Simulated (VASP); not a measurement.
# HfB2 (P6/mmm) in VASP: further runs

The runs below take HfB2 through single point, with PBEsol.

All numbers are computed with VASP 6.6.1; they aren't measurements. Logs are shortened: lines on timing, memory, paths and dates and some standing lists are left out, and cuts for length are marked.

## 1. Starting point

The structure is hexagonal, space group P6/mmm (No. 191). The conventional cell has a = 3.140 Å, b = 3.140 Å, c = 3.480 Å, α = 90.00°, β = 90.00°, γ = 120.00°. Hf (site symmetry 6/mmm) is surrounded by 12 B at 2.51 Å. B (site symmetry -6m2) is surrounded by 3 B at 1.81 Å.

## 2. Single point, PBEsol

INCAR reads:

```
SYSTEM = HfB2
  PREC = Accurate
  ENCUT = 900
  EDIFF = 1E-7
  ISMEAR = 1
  SIGMA = 0.15
  LREAL = .FALSE.
  LASPH = .TRUE.
  NELM = 100
  ALGO = Normal
  ISIF = 2
  LWAVE = .FALSE.
  LCHARG = .FALSE.
  GGA = PS
  NBANDS = 12
  ADDGRID = .FALSE.
```

KPOINTS reads:

```
Automatic mesh
0
G
  11 11 8
  0 0 0
```

POSCAR reads:

```
HfB2
1.0
    3.1400000000      0.0000000000      0.0000000000
   -1.5700000000      2.7193197679      0.0000000000
    0.0000000000      0.0000000000      3.4800000000
Hf B
1 2
Direct
    0.0000000000      0.0000000000      0.0000000000
    0.6666666667      0.3333333333      0.5000000000
    0.3333333333      0.6666666667      0.5000000000
```

Potentials or basis: VASP PAW PBE potentials, release 64 (Hf, B).

Started as:

```
cat potpaw_PBE.64/Hf/POTCAR potpaw_PBE.64/B/POTCAR > POTCAR
mpirun -np 1 vasp_std > vasp.out
```

OUTCAR:

```text
SYSTEM = HfB2
   PREC = Accurate
   ENCUT = 900
   EDIFF = 1E-7
   ISMEAR = 1
   LREAL = .FALSE.
   LASPH = .TRUE.
   NELM = 100
   ISIF = 2
   GGA = PS

 Found     80 irreducible k-points:

 Following reciprocal coordinates:
            Coordinates               Weight
  0.000000  0.000000  0.000000      1.000000
  0.090909  0.000000  0.000000      6.000000
  0.181818  0.000000  0.000000      6.000000
  0.272727  0.000000  0.000000      6.000000
  0.363636  0.000000  0.000000      6.000000
  0.454545  0.000000  0.000000      6.000000
   k-points           NKPTS =     80   k-points in BZ     NKDIM =     80   number of bands    NBANDS=     12
   number of dos      NEDOS =    301   number of ions     NIONS =      3
   total plane-waves  NPLWV =  36864
   dimension x,y,z NGX =    32 NGY =   32 NGZ =   36
   dimension x,y,z NGXF=    64 NGYF=   64 NGZF=   72
   ions per type =               1   2
   NGX,Y,Z   is equivalent  to a cutoff of  16.94, 16.94, 17.20 a.u.
   NGXF,Y,Z  is equivalent  to a cutoff of  33.88, 33.88, 34.40 a.u.
 SYSTEM =  HfB2
   PREC   = accura    normal or accurate (medium, high low for compatibility)
   ISTART =      0    job   : 0-new  1-cont  2-samecut
   ICHARG =      2    charge: 1-file 2-atom 10-const
   ISPIN  =      1    spin polarized calculation?
   LNONCOLLINEAR =      F non collinear calculations
   LSORBIT =      F    spin-orbit coupling
   LASPH  =      T    aspherical Exc in radial PAW
   ENCUT  =  900.0 eV  66.15 Ry    8.13 a.u.   7.68  7.68  8.51*2*pi/ulx,y,z
   NELM   =    100;   NELMIN=  2; NELMDL= -5     # of ELM steps
   EDIFF  = 0.1E-06   stopping-criterion for ELM
   LREAL  =      F    real-space projection
   EDIFFG = 0.1E-05   stopping-criterion for IOM
   NSW    =      0    number of steps for IOM
   IBRION =     -1    ionic relax: 0-MD 1-quasi-New 2-CG
   NFREE  =      0    steps in history (QN), initial steepest desc. (CG)
   ISIF   =      2    stress and relaxation
   ISYM   =      2    0-nonsym 1-usesym 2-fastsym
   POTIM  = 0.5000    time-step for ionic-motion
   TEBEG  =    0.0;   TEEND  =   0.0 temperature during run
   PSTRESS=    0.0 pullay stress
   NELECT =      10.0000    total number of electrons
   NUPDOWN=      -1.0000    fix difference up-down
   EMIN   =  10.00;   EMAX   =-10.00  energy-range for DOS
   EFERMI =   0.00;   METHOD = LEGACY
   ISMEAR =     1;   SIGMA  =   0.15  broadening in eV -4-tet -1-fermi 0-gaus
   EFERMI_NEDOS =   21; number of points for ismear=-14 and -15
   IALGO  =     38    algorithm
   IMIX   =      4    mixing-type and parameters
     AMIX     =   0.40;   BMIX     =  1.00
     AMIX_MAG =   1.60;   BMIX_MAG =  1.00
  volume/ion in A,a.u.               =       9.90        66.84
  Fermi-wavevector in a.u.,A,eV,Ry     =   1.138724  2.151876 17.642568  1.296692
  Thomas-Fermi vector in A             =   2.275428
   LORBIT       =      0    0 simple, 1 ext, 2 COOP (PROOUT), +10 PAW based schemes
   GGA     = PS    functional components
   LHFCALC =     F    Hartree Fock is set to
   AEXX    =    0.0000 exact exchange contribution
   IVDW    =     0    specifies the selected vdW correction
   LEPSILON=     F    determine dielectric tensor
   LRPA    =     F    only Hartree local field effects (RPA)
 non-spin polarized calculation
 Methfessel and Paxton  Order N= 1 SIGMA  =   0.15
  energy-cutoff  :      900.00
  volume of cell :       29.71
 maximum number of plane-waves:      1853
 NGX is ok and might be reduce to    32
   NGX = 15   NGY = 15   NGZ = 17

 number of electron      10.0000000 magnetization

 Free energy of the ion-electron system (eV)
  ---------------------------------------------------
  ext. energy  EPLUGINS =         0.00000000
  ---------------------------------------------------
  free energy    TOTEN  =       -27.93499964 eV

  energy without entropy =      -27.93553034  energy(sigma->0) =      -27.93517654

 E-fermi :   7.6646     XC(G=0): -12.4562

 val. band max:        7.5753006566   @ k =   0.0909   0.0909   0.2500
 cond. band min:       7.8029293732   @ k =   0.2727   0.1818   0.0000
 fundamental gap:      0.2276287166
 Fermi energy:         7.6645910422

 k-point     1 :       0.0000    0.0000    0.0000
  band No.  band energies     occupation
      1      -5.8943      2.00000
      2       4.7862      2.00000
      3       4.9442      2.00000
      4       4.9442      2.00000
      5       5.0525      2.00000
      6      11.8365      0.00000
      7      11.8365      0.00000
      8      12.5006      0.00000
      9      12.5006      0.00000
     10      12.8171      0.00000
     11      12.8171      0.00000
     12      12.8820      0.00000

 k-point     2 :       0.0909    0.0000    0.0000
  band No.  band energies     occupation
      1      -5.7238      2.00000
      2       4.4443      2.00000
      3       4.8981      2.00000
      4       4.9336      2.00000
      5       4.9640      2.00000
      6      11.2643      0.00000
      7      11.7118      0.00000
      8      11.7597      0.00000
      9      12.0550      0.00000
     10      13.3963      0.00000
     11      13.7769      0.00000
     12      14.0780      0.00000
[... 31 lines left out ...]
 k-point     5 :       0.3636    0.0000    0.0000
  band No.  band energies     occupation
      1      -3.4557      2.00000
      2       0.4948      2.00000
      3       3.8684      2.00000
      4       4.5397      2.00000
      5       5.2500      2.00000
      6      10.5026     -0.00000
      7      10.7275      0.00000
      8      11.1439      0.00000
      9      12.7239      0.00000
     10      13.8789      0.00000
     11      17.3902      0.00000
     12      17.7791      0.00000

 k-point     6 :       0.4545    0.0000    0.0000
  band No.  band energies     occupation
      1      -2.3237      2.00000
      2      -0.8453      2.00000
      3       3.7177      2.00000
      4       4.4240      2.00000
      5       4.9742      2.00000
      6      10.0226     -0.00000
      7      10.5579     -0.00000
      8      12.9543      0.00000
      9      13.4450      0.00000
     10      13.9292      0.00000
     11      15.8505      0.00000
     12      18.7551      0.00000

 [... further k-points ...]

------------------------ aborting loop because EDIFF is reached ----------------------------------------

  FORCE on cell =-STRESS in cart. coord.  units (eV):
  Direction    XX          YY          ZZ          XY          YZ          ZX
  --------------------------------------------------------------------------------------
  -------------------------------------------------------------------------------------
  Total       -0.7223420     -0.7223420     -0.8488940      0.0000000      0.0000000      0.0000000
  in kB      -38.9479198    -38.9479198    -45.7714696      0.0000000      0.0000000      0.0000000
  external PRESSURE =     -41.2224364 kB  Pullay stress =       0.0000000 kB

 VOLUME and BASIS-vectors are now :
 -----------------------------------------------------------------------------
  energy-cutoff  :      900.00
  volume of cell :       29.71
      direct lattice vectors                 reciprocal lattice vectors
     3.140000000  0.000000000  0.000000000     0.318471338  0.183869512  0.000000000
    -1.570000000  2.719319768  0.000000000     0.000000000  0.367739025  0.000000000
     0.000000000  0.000000000  3.480000000     0.000000000  0.000000000  0.287356322

 POSITION                                       TOTAL-FORCE (eV/Angst)
 -----------------------------------------------------------------------------------
      0.00000      0.00000      0.00000        -0.000000      0.000000     -0.000000
      1.57000      0.90644      1.74000        -0.000000      0.000000      0.000000
     -0.00000      1.81288      1.74000         0.000000     -0.000000     -0.000000
 -----------------------------------------------------------------------------------
    total drift:                               -0.000000      0.000000      0.000000

  FREE ENERGIE OF THE ION-ELECTRON SYSTEM (eV)
  ---------------------------------------------------
  free  energy   TOTEN  =       -27.9349996371 eV

  energy  without entropy=      -27.9355303350  energy(sigma->0) =      -27.93517654
```

OSZICAR:

```text
N       E                     dE             d eps       ncg     rms          rms(c)
DAV:   1     0.190880819359E+02    0.19088E+02   -0.61438E+03  1920   0.113E+03
DAV:   2    -0.287617321903E+02   -0.47850E+02   -0.46082E+02  2572   0.167E+02
DAV:   3    -0.301722514436E+02   -0.14105E+01   -0.14002E+01  2704   0.247E+01
DAV:   4    -0.301782951371E+02   -0.60437E-02   -0.60397E-02  2376   0.149E+00
DAV:   5    -0.301783245708E+02   -0.29434E-04   -0.29430E-04  2572   0.105E-01    0.202E+01
DAV:   6    -0.281509351851E+02    0.20274E+01   -0.35948E+00  2264   0.959E+00    0.103E+01
DAV:   7    -0.279624099786E+02    0.18853E+00   -0.72151E-01  2536   0.462E+00    0.262E+00
DAV:   8    -0.279372796750E+02    0.25130E-01   -0.81508E-02  2276   0.152E+00    0.535E-01
DAV:   9    -0.279351498641E+02    0.21298E-02   -0.90409E-03  2264   0.508E-01    0.193E-01
DAV:  10    -0.279350134256E+02    0.13644E-03   -0.89418E-04  2316   0.169E-01    0.378E-02
DAV:  11    -0.279350010477E+02    0.12378E-04   -0.51850E-05  2492   0.460E-02    0.162E-02
DAV:  12    -0.279349996124E+02    0.14353E-05   -0.39343E-06  2424   0.116E-02    0.492E-03
DAV:  13    -0.279349996371E+02   -0.24720E-07   -0.11687E-07  2020   0.204E-03
   1 F= -.27935000E+02 E0= -.27935177E+02  d E =0.530698E-03
```

stdout:

```text
POSCAR found type information on POSCAR HfB
 POSCAR found :  2 types and       3 ions
 scaLAPACK will be used
 -----------------------------------------------------------------------------
|                                                                             |
|                                                                             |
|     You enforced a specific xc type in the INCAR file but a different       |
|     I HOPE YOU KNOW WHAT YOU ARE DOING!                                     |
|                                                                             |
 -----------------------------------------------------------------------------

 LDA part: xc-table for (Slater+PW92), standard interpolation
 POSCAR, INCAR and KPOINTS ok, starting setup
 FFT: planning ... GRIDC
 FFT: planning ... GRID_SOFT
 FFT: planning ... GRID
 WAVECAR not read
 entering main loop
```

Wall time 22 s (1 thread of Intel Xeon Platinum 8559C (Emerald Rapids), shared host); peak memory 0.23 GiB.

The run converged, but some of its settings lie outside the range that counts as converged, so its numbers aren't taken as properties of the crystal.

Results:

* Free energy: -27.9350 eV
* Pressure: -4.1 GPa
* Band gap on the k mesh: none (metal or under the smearing width)

Caveat: the PAW data sets were made with another functional, which shifts forces and pressure a little.

## 3. Single point, PBEsol

INCAR is that of step 2.

KPOINTS is that of step 2.

POSCAR reads:

```
HfB2
1.0
    3.1400000000      0.0000000000      0.0000000000
   -1.5700000000      2.7193197679      0.0000000000
    0.0000000000      0.0000000000      3.4800000000
Hf B
1 2
Direct
   -0.0142630000      0.0046330000     -0.0059370000
    0.6696320000      0.3380360000      0.4871880000
    0.3055440000      0.6904850000      0.5067950000
```

Potentials or basis: VASP PAW PBE potentials, release 64 (Hf, B).

Started as:

```
cat potpaw_PBE.64/Hf/POTCAR potpaw_PBE.64/B/POTCAR > POTCAR
mpirun -np 1 vasp_std > vasp.out
```

It took 1.9 min on 1 thread of Intel Xeon Platinum 8559C (Emerald Rapids), shared host; peak memory 0.54 GiB.

The run converged, but some of its settings lie outside the range that counts as converged, so its numbers aren't taken as properties of the crystal.

What came out:

- Free energy: -27.8025 eV
- Pressure: -2.5 GPa
- Largest force: 1.774 eV/Å
- Band gap on the k mesh: none (metal or under the smearing width)

Caveat: the PAW data sets were made with another functional, which shifts forces and pressure a little.

## 4. Single point, PBEsol

INCAR: that of step 3 with these lines changed.

```diff
@@ -2,3 +2,3 @@
   PREC = Accurate
-  ENCUT = 900
+  ENCUT = 460
   EDIFF = 1E-7
```

KPOINTS reads:

```
Automatic mesh
0
G
  15 15 12
  0 0 0
```

POSCAR reads:

```
HfB2
1.0
    3.1400000000      0.0000000000      0.0000000000
   -1.5700000000      2.7193197679      0.0000000000
    0.0000000000      0.0000000000      3.4800000000
Hf B
1 2
Direct
    0.0000000000      0.0000000000      0.0000000000
    0.6666666667      0.3333333333      0.5000000000
    0.3333333333      0.6666666667      0.5000000000
```

Started as:

```
cat potpaw_PBE.64/Hf/POTCAR potpaw_PBE.64/B/POTCAR > POTCAR
mpirun -np 1 vasp_std > vasp.out
```

Wall time 17 s (1 thread of Intel Xeon Platinum 8559C (Emerald Rapids), shared host); peak memory 0.19 GiB.

These settings aren't checked as converged: the numbers below hold their error.

Results:

| Quantity | Value |
| --- | --- |
| Free energy | -27.9279 eV |
| Pressure | -4.1 GPa |
| Band gap on the k mesh | none (metal or under the smearing width) |

Caveat: the PAW data sets were made with another functional, which shifts forces and pressure a little.

## 5. Single point, PBEsol

INCAR is that of step 4.

KPOINTS is that of step 4.

POSCAR reads:

```
HfB2
1.0
    3.1400000000      0.0000000000      0.0000000000
   -1.5700000000      2.7193197679      0.0000000000
    0.0000000000      0.0000000000      3.4800000000
Hf B
1 2
Direct
   -0.0142630000      0.0046330000     -0.0059370000
    0.6696320000      0.3380360000      0.4871880000
    0.3055440000      0.6904850000      0.5067950000
```

Started as:

```
cat potpaw_PBE.64/Hf/POTCAR potpaw_PBE.64/B/POTCAR > POTCAR
mpirun -np 1 vasp_std > vasp.out
```

Wall time 1.8 min (1 thread of Intel Xeon Platinum 8559C (Emerald Rapids), shared host); peak memory 0.53 GiB.

These settings aren't checked as converged: the numbers below hold their error.

What came out:

| Item | Value |
| --- | --- |
| Free energy | -27.7957 eV |
| Pressure | -2.4 GPa |
| Largest force | 1.763 eV/Å |
| Band gap on the k mesh | none (metal or under the smearing width) |

Caveat: the PAW data sets were made with another functional, which shifts forces and pressure a little.

## 6. Single point, PBEsol

INCAR: that of step 5 with these lines changed.

```diff
@@ -5,3 +5,3 @@
   ISMEAR = 1
-  SIGMA = 0.15
+  SIGMA = 0.4
   LREAL = .FALSE.
```

KPOINTS is that of step 5.

POSCAR reads:

```
HfB2
1.0
    3.1400000000      0.0000000000      0.0000000000
   -1.5700000000      2.7193197679      0.0000000000
    0.0000000000      0.0000000000      3.4800000000
Hf B
1 2
Direct
    0.0000000000      0.0000000000      0.0000000000
    0.6666666667      0.3333333333      0.5000000000
    0.3333333333      0.6666666667      0.5000000000
```

Potentials or basis: VASP PAW PBE potentials, release 64 (Hf, B).

Started as:

```
cat potpaw_PBE.64/Hf/POTCAR potpaw_PBE.64/B/POTCAR > POTCAR
mpirun -np 1 vasp_std > vasp.out
```

Wall time 18 s (1 thread of Intel Xeon Platinum 8559C (Emerald Rapids), shared host); peak memory 0.19 GiB.

The run converged, but some of its settings lie outside the range that counts as converged, so its numbers aren't taken as properties of the crystal.

What came out:

```
Free energy            : -27.9270 eV
Pressure               : -4.1 GPa
Band gap on the k mesh : none (metal or under the smearing width)
```

Caveat: the PAW data sets were made with another functional, which shifts forces and pressure a little.

## 7. For comparison

An earlier run on the cell as given: functional PBEsol; potentials or basis VASP PAW PBE potentials, release 64 (Hf_pv, B); cutoff 520 eV; k mesh 10 × 10 × 8; occupations fermi-dirac, width 0.05 eV; no spin polarisation.

* Pressure: -4.4 GPa
* Band gap on the k mesh: none (metal or under the smearing width)
